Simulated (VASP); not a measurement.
Sb: single point with r2SCAN

Sb:

```
Sb
1.0
    -1.50500    1.50500    2.48000
     1.50500   -1.50500    2.48000
     1.50500    1.50500   -2.48000
Sb
1
Direct
  0.00000 0.00000 0.00000
```

This isn't the form of Sb at room conditions, which is rhombohedral.

```
Program             : VASP 6.6.1
Task                : single point
Functional          : r2SCAN
Potentials or basis : VASP PAW PBE potentials, release 64 (Sb)
Cutoff              : 520 eV
k mesh              : 5 × 5 × 5
Occupations         : methfessel-paxton, width 0.3 eV
Spin                : no spin polarisation
```

```json
{
  "Pressure": "18.3 GPa",
  "Band gap on the k mesh": "none (metal or under the smearing width)"
}
```

Stress tensor (GPa, compression positive):
```
17.03  0.00  0.00
 0.00 17.03  0.00
 0.00  0.00 20.73
```

Levels at points of the mesh, in eV from the Fermi level:
```tsv
k point	band 1	band 2	band 3	band 4	band 5	band 6	band 7	band 8
(0.00, 0.00, 0.00)	-15.44	6.69	6.98	6.98	10.31	10.97	11.47	11.47
```

It took 6.3 s on 1 thread of Intel(R) Xeon(R) 6975P-C (Granite Rapids) (shared host), peak memory 0.14 GiB.

Caveat: the k mesh is coarse (spacing up to 0.59 Å⁻¹), so the values aren't converged; so large a pressure means that the cell lies far from this level's equilibrium, or that cutoff or potentials fall short; the potentials were made for another functional, which shifts forces and pressure. Spin-orbit coupling is left out, which matters for the levels of Sb.
